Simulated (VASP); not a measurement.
# GaAs (F-43m) in VASP: a series of runs, part 2 of 2

VASP 6.6.1. The steps go on from the part before.

### 4 Single point, PBE

This run uses another cell than the first one, of 23.40 Å³/atom, 0.987 times its volume.

Contents of INCAR:

```
SYSTEM = GaAs
  PREC = Accurate
  ENCUT = 520
  EDIFF = 1E-6
  ISMEAR = 0
  SIGMA = 0.1
  LREAL = .FALSE.
  LASPH = .TRUE.
  NELM = 100
  ALGO = Normal
  ISIF = 2
  LWAVE = .FALSE.
  LCHARG = .TRUE.
  GGA = PE
  LELF = .TRUE.
  LVHAR = .TRUE.
  NBANDS = 16
```

Contents of KPOINTS:

```
regular mesh
0
G
  6 6 6
  0 0 0
```

Contents of POSCAR:

```
GaAs
1.0
    0.0000000000      2.8602147089      2.8602147089
    2.8602147089      0.0000000000      2.8602147089
    2.8602147089      2.8602147089      0.0000000000
Ga As
1 1
Direct
    0.0000000000      0.0000000000      0.0000000000
    0.2500000000      0.2500000000      0.2500000000
```

Potentials or basis: VASP PAW PBE potentials, release 64 (Ga_d, As).

On the command line:

```console
cat potpaw_PBE.64/Ga_d/POTCAR potpaw_PBE.64/As/POTCAR > POTCAR
mpirun -np 1 vasp_std > vasp.out
```

OUTCAR:

```text
SYSTEM = GaAs
   PREC = Accurate
   ENCUT = 520
   EDIFF = 1E-6
   ISMEAR = 0
   LREAL = .FALSE.
   LASPH = .TRUE.
   NELM = 100
   ISIF = 2
   GGA = PE

 ion  position               nearest neighbor table
   1  0.000  0.000  0.000-   2 2.48   2 2.48   2 2.48   2 2.48
   2  0.250  0.250  0.250-   1 2.48   1 2.48   1 2.48   1 2.48

  LATTYP: Found a face centered cubic cell.
 ALAT       =     5.7204294178

  Lattice vectors:

 A1 = (   0.0000000000,   2.8602147089,   2.8602147089)
 A2 = (   2.8602147089,   0.0000000000,   2.8602147089)
 A3 = (   2.8602147089,   2.8602147089,   0.0000000000)

Analysis of symmetry for initial positions (statically):
=====================================================================
 Subroutine PRICEL returns:
 Original cell was already a primitive cell.

 Routine SETGRP: Setting up the symmetry group for a
 face centered cubic supercell.

 Subroutine GETGRP returns: Found 24 space group operations
 (whereof 24 operations were pure point group operations)
 out of a pool of 48 trial point group operations.

The static configuration has the point symmetry T_d .

Analysis of symmetry for dynamics (positions and initial velocities):
=====================================================================
 Subroutine PRICEL returns:
 Original cell was already a primitive cell.

 Routine SETGRP: Setting up the symmetry group for a
 face centered cubic supercell.

 Subroutine GETGRP returns: Found 24 space group operations
 (whereof 24 operations were pure point group operations)
 out of a pool of 48 trial point group operations.

The dynamic configuration has the point symmetry T_d .

 Subroutine INISYM returns: Found 24 space group operations
 (whereof 24 operations are pure point group operations),
 and found     1 'primitive' translations

----------------------------------------------------------------------------------------

                                     Primitive cell

  volume of cell :      46.7979

  direct lattice vectors                    reciprocal lattice vectors
     0.000000000  2.860214709  2.860214709    -0.174812051  0.174812051  0.174812051
     2.860214709  0.000000000  2.860214709     0.174812051 -0.174812051  0.174812051
     2.860214709  2.860214709  0.000000000     0.174812051  0.174812051 -0.174812051

  length of vectors
     4.044954433  4.044954433  4.044954433     0.302783354  0.302783354  0.302783354

  position of ions in fractional coordinates (direct lattice)
     0.000000000  0.000000000  0.000000000
     0.250000000  0.250000000  0.250000000

  ion indices of the primitive-cell ions
   primitive index   ion index
                 1           1
                 2           2

----------------------------------------------------------------------------------------

 KPOINTS: regular mesh

Automatic generation of k-mesh.
 Grid dimensions read from file:
 generate k-points for:    6    6    6

 Generating k-lattice:

  Cartesian coordinates                     Fractional coordinates (reciprocal lattice)
    -0.029135342  0.029135342  0.029135342     0.166666667  0.000000000  0.000000000
     0.029135342 -0.029135342  0.029135342     0.000000000  0.166666667  0.000000000
     0.029135342  0.029135342 -0.029135342     0.000000000  0.000000000  0.166666667

  Length of vectors
     0.050463892  0.050463892  0.050463892

  Shift w.r.t. Gamma in fractional coordinates (k-lattice)
     0.000000000  0.000000000  0.000000000

 Subroutine IBZKPT returns following result:
 ===========================================

 Found     16 irreducible k-points:

 Following reciprocal coordinates:
            Coordinates               Weight
  0.000000  0.000000  0.000000      1.000000
  0.166667  0.000000  0.000000      8.000000
  0.333333  0.000000  0.000000      8.000000
  0.500000  0.000000  0.000000      4.000000
  0.166667  0.166667  0.000000      6.000000
  0.333333  0.166667  0.000000     24.000000
[... 8 lines left out ...]
 -0.333333  0.333333  0.166667     24.000000
 -0.333333  0.500000  0.166667     12.000000
   k-points           NKPTS =     16   k-points in BZ     NKDIM =     16   number of bands    NBANDS=     16
   number of dos      NEDOS =    301   number of ions     NIONS =      2
   total plane-waves  NPLWV =  27000
   dimension x,y,z NGX =    30 NGY =   30 NGZ =   30
   dimension x,y,z NGXF=    60 NGYF=   60 NGZF=   60
   ions per type =               1   1
   NGX,Y,Z   is equivalent  to a cutoff of  12.33, 12.33, 12.33 a.u.
   NGXF,Y,Z  is equivalent  to a cutoff of  24.66, 24.66, 24.66 a.u.
 SYSTEM =  GaAs
   PREC   = accura    normal or accurate (medium, high low for compatibility)
   ISTART =      0    job   : 0-new  1-cont  2-samecut
   ICHARG =      2    charge: 1-file 2-atom 10-const
   ISPIN  =      1    spin polarized calculation?
   LNONCOLLINEAR =      F non collinear calculations
   LSORBIT =      F    spin-orbit coupling
   LASPH  =      T    aspherical Exc in radial PAW
   ENCUT  =  520.0 eV  38.22 Ry    6.18 a.u.   7.52  7.52  7.52*2*pi/ulx,y,z
   NELM   =    100;   NELMIN=  2; NELMDL= -5     # of ELM steps
   EDIFF  = 0.1E-05   stopping-criterion for ELM
   LREAL  =      F    real-space projection
   EDIFFG = 0.1E-04   stopping-criterion for IOM
   NSW    =      0    number of steps for IOM
   IBRION =     -1    ionic relax: 0-MD 1-quasi-New 2-CG
   NFREE  =      0    steps in history (QN), initial steepest desc. (CG)
   ISIF   =      2    stress and relaxation
   ISYM   =      2    0-nonsym 1-usesym 2-fastsym
   POTIM  = 0.5000    time-step for ionic-motion
   TEBEG  =    0.0;   TEEND  =   0.0 temperature during run
   PSTRESS=    0.0 pullay stress
   NELECT =      18.0000    total number of electrons
   NUPDOWN=      -1.0000    fix difference up-down
   EMIN   =  10.00;   EMAX   =-10.00  energy-range for DOS
   EFERMI =   0.00;   METHOD = LEGACY
   ISMEAR =     0;   SIGMA  =   0.10  broadening in eV -4-tet -1-fermi 0-gaus
   EFERMI_NEDOS =   21; number of points for ismear=-14 and -15
   IALGO  =     38    algorithm
   IMIX   =      4    mixing-type and parameters
     AMIX     =   0.40;   BMIX     =  1.00
     AMIX_MAG =   1.60;   BMIX_MAG =  1.00
  volume/ion in A,a.u.               =      23.40       157.90
  Fermi-wavevector in a.u.,A,eV,Ry     =   1.190576  2.249862 19.285858  1.417471
  Thomas-Fermi vector in A             =   2.326657
   LORBIT       =      0    0 simple, 1 ext, 2 COOP (PROOUT), +10 PAW based schemes
   GGA     = PE    functional components
   LHFCALC =     F    Hartree Fock is set to
   AEXX    =    0.0000 exact exchange contribution
   IVDW    =     0    specifies the selected vdW correction
   LEPSILON=     F    determine dielectric tensor
   LRPA    =     F    only Hartree local field effects (RPA)
 non-spin polarized calculation
 Gauss-broadening in eV      SIGMA  =   0.10
  energy-cutoff  :      520.00
  volume of cell :       46.80
 maximum number of plane-waves:      1283
   NGX = 15   NGY = 15   NGZ = 15

 number of electron      17.9999984 magnetization

 Free energy of the ion-electron system (eV)
  ---------------------------------------------------
  ext. energy  EPLUGINS =         0.00000000
  ---------------------------------------------------
  free energy    TOTEN  =        -8.24890777 eV

  energy without entropy =       -8.24873546  energy(sigma->0) =       -8.24882162

 E-fermi :   3.7615     XC(G=0):  -9.4259

 val. band max:        3.6161460621   @ k =   0.0000   0.0000   0.0000
 cond. band min:       3.8716661464   @ k =   0.0000   0.0000   0.0000
 fundamental gap:      0.2555200843
 Fermi energy:         3.7615295667

 k-point     1 :       0.0000    0.0000    0.0000
  band No.  band energies     occupation
      1     -11.1437      2.00000
      2     -11.1437      2.00000
      3     -11.1437      2.00000
      4     -11.0730      2.00000
      5     -11.0730      2.00000
      6      -8.8626      2.00000
[... 8 lines left out ...]
     15      13.6463      0.00000
     16      13.6463      0.00000
[... 267 lines left out ...]
 k-point    16 :      -0.3333    0.5000    0.1667
  band No.  band energies     occupation
      1     -11.2326      2.00000
      2     -11.1122      2.00000
      3     -11.1036      2.00000
      4     -11.0860      2.00000
      5     -11.0666      2.00000
      6      -6.4705      2.00000
[... 8 lines left out ...]
     15      15.5871      0.00000
     16      16.7213      0.00000

------------------------ aborting loop because EDIFF is reached ----------------------------------------

  FORCE on cell =-STRESS in cart. coord.  units (eV):
  Direction    XX          YY          ZZ          XY          YZ          ZX
  --------------------------------------------------------------------------------------
  -------------------------------------------------------------------------------------
  Total        0.2765664      0.2765664      0.2765664      0.0000000     -0.0000000      0.0000000
  in kB        9.4685632      9.4685632      9.4685632      0.0000000     -0.0000000      0.0000000
  external PRESSURE =       9.4685632 kB  Pullay stress =       0.0000000 kB

 VOLUME and BASIS-vectors are now :
 -----------------------------------------------------------------------------
  energy-cutoff  :      520.00
  volume of cell :       46.80
      direct lattice vectors                 reciprocal lattice vectors
     0.000000000  2.860214709  2.860214709    -0.174812051  0.174812051  0.174812051
     2.860214709  0.000000000  2.860214709     0.174812051 -0.174812051  0.174812051
     2.860214709  2.860214709  0.000000000     0.174812051  0.174812051 -0.174812051

 POSITION                                       TOTAL-FORCE (eV/Angst)
 -----------------------------------------------------------------------------------
      0.00000      0.00000      0.00000        -0.000000     -0.000000     -0.000000
      1.43011      1.43011      1.43011         0.000000      0.000000      0.000000
 -----------------------------------------------------------------------------------
    total drift:                                0.000002      0.000002      0.000002

  FREE ENERGIE OF THE ION-ELECTRON SYSTEM (eV)
  ---------------------------------------------------
  free  energy   TOTEN  =        -8.2489077732 eV

  energy  without entropy=       -8.2487354627  energy(sigma->0) =       -8.24882162
```

OSZICAR:

```text
N       E                     dE             d eps       ncg     rms          rms(c)
DAV:   1     0.807176562171E+02    0.80718E+02   -0.89676E+03   528   0.151E+03
DAV:   2    -0.224178075696E+01   -0.82959E+02   -0.79544E+02   616   0.299E+02
DAV:   3    -0.831391273378E+01   -0.60721E+01   -0.60514E+01   624   0.641E+01
DAV:   4    -0.840495830204E+01   -0.91046E-01   -0.91034E-01   672   0.863E+00
DAV:   5    -0.840631766707E+01   -0.13594E-02   -0.13593E-02   616   0.877E-01    0.281E+00
DAV:   6    -0.826558551851E+01    0.14073E+00   -0.21443E-01   784   0.772E+00    0.169E+00
DAV:   7    -0.824739235668E+01    0.18193E-01   -0.60951E-02   648   0.173E+00    0.562E-01
DAV:   8    -0.824835898129E+01   -0.96662E-03   -0.10333E-02   624   0.113E+00    0.992E-02
DAV:   9    -0.824878138055E+01   -0.42240E-03   -0.96722E-04   608   0.381E-01    0.529E-02
DAV:  10    -0.824885181362E+01   -0.70433E-04   -0.71698E-05   712   0.800E-02    0.286E-02
DAV:  11    -0.824890745700E+01   -0.55643E-04   -0.78346E-05   560   0.651E-02    0.349E-03
DAV:  12    -0.824890777320E+01   -0.31620E-06   -0.12121E-06   552   0.147E-02
   1 F= -.82489078E+01 E0= -.82488216E+01  d E =-.172311E-03
```

It took 6.6 s on 1 thread of Intel Xeon 6975P-C (Granite Rapids), shared host; peak memory 0.16 GiB.

Results:

| Item | Value |
| --- | --- |
| Free energy | -8.2489 eV |
| Pressure | 0.9 GPa |
| Band gap on the k mesh | 0.26 eV, direct |

Levels at points of the mesh, in eV from the valence-band top:
| k point | band 7 | band 8 | band 9 | band 10 | band 11 | band 12 |
| --- | --- | --- | --- | --- | --- | --- |
| (0.00, 0.00, 0.00) | 0.00 | 0.00 | 0.00 | 0.26 | 3.71 | 3.71 |
| (0.50, 0.00, 0.00) | -6.46 | -1.09 | -1.09 | 0.90 | 4.62 | 4.62 |
| (0.50, 0.50, 0.00) | -6.66 | -2.56 | -2.56 | 1.52 | 1.67 | 9.88 |

### 5 The runs side by side

```tsv
task	cell	k mesh	cutoff (eV)	smearing	gap on the mesh (eV)	pressure (GPa)
single point	F-43m, 23.71 Å³/atom	12 × 12 × 12	520	gaussian 0.01 eV	0.16	0.2
relaxation of cell and atoms	relaxed	12 × 12 × 12	600	gaussian 0.01 eV	0.14	0.0
single point	F-43m, 23.4 Å³/atom	6 × 6 × 6	520	gaussian 0.1 eV	0.26	0.9
```

Alike in all rows: level PBE; potentials or basis VASP PAW PBE potentials, release 64 (Ga_d, As); no spin polarisation.

Total energies depend on the potentials used, so only differences within one code and one set of settings carry meaning.

### 6 Comparison with measurements

Step 2. A measured gap of GaAs is 1.412 eV (direct; 300 K; “Evidence of valence band perturbations in GaAsN/GaAs(001): A combined variable-angle spectroscopic ellipsometry and modulated photoreflectance investigation”, 2008, arxiv:0805.2212); the calculated 0.16 eV misses it by -1.25 eV. So large a miss can be the level of theory's own, or it may mean another phase, state or a wrong row. 3 values of this kind are on record (1.412 to 1.51 eV); this one was drawn at random among those near their median, those with a stated uncertainty first. Spin-orbit coupling on As, Ga is left out. The value is that of PBE, without temperature or zero-point motion. Semilocal functionals fall short of measured gaps as a rule.

Step 4. A measured gap of GaAs is 1.418 eV (direct; 300 K; “Evidence of valence band perturbations in GaAsN/GaAs(001): A combined variable-angle spectroscopic ellipsometry and modulated photoreflectance investigation”, 2008, arxiv:0805.2212); the calculated 0.26 eV misses it by -1.16 eV. So large a miss can be the level of theory's own, or it may mean another phase, state or a wrong row. 3 values of this kind are on record (1.412 to 1.51 eV); this one was drawn at random among those near their median, those with a stated uncertainty first. Spin-orbit coupling on As, Ga is left out. The value is that of PBE, without temperature or zero-point motion. Semilocal functionals fall short of measured gaps as a rule.
